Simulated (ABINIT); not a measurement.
Sb:

```
CELL_PARAMETERS angstrom
2.15420 1.24373 3.75800
-2.15420 1.24373 3.75800
0.00000 -2.48746 3.75800
ATOMIC_POSITIONS crystal
Sb 0.76651 0.76651 0.76651
Sb 0.23349 0.23349 0.23349
```

Base run:

```yaml
Program: ABINIT 10.8.3 (patched build)
Functional: PBEsol
Potentials_or_basis: JTH PAW PBE v2.0
Cutoff: 408 eV
k_mesh: 10 × 10 × 10
Occupations: fermi-dirac, width 0.05 eV
Spin: no spin polarisation
```

Its results: band gap on the k mesh none (metal or under the smearing width); largest force 0.144 eV/Å.

Q: After a change of settings the same cell gave: band gap on the k mesh 1.30 eV, indirect (least direct gap 1.35 eV); largest force 0.167 eV/Å. Which change was it?
A. functional from PBEsol to HCTH407; k mesh from 10 × 10 × 10 to 8 × 8 × 8
B. cutoff from 408 eV to 435 eV; k mesh from 10 × 10 × 10 to 5 × 5 × 5; fine-grid cutoff from 816.342 eV to 870.764 eV
C. functional from PBEsol to LDA; potentials or basis from JTH PAW PBE v2.0 to JTH PAW LDA v2.0
D. k mesh from 10 × 10 × 10 to 3 × 3 × 3

A: D.

Caveats: some runs use coarse meshes; the PAW data sets were made with another functional, which shifts forces and pressure a little; spin-orbit coupling is left out, which moves the levels of the heavy elements (some runs); an odd mesh through Γ misses points on the zone boundary, where band edges often lie (some runs).

Not every run made on this cell is shown here.
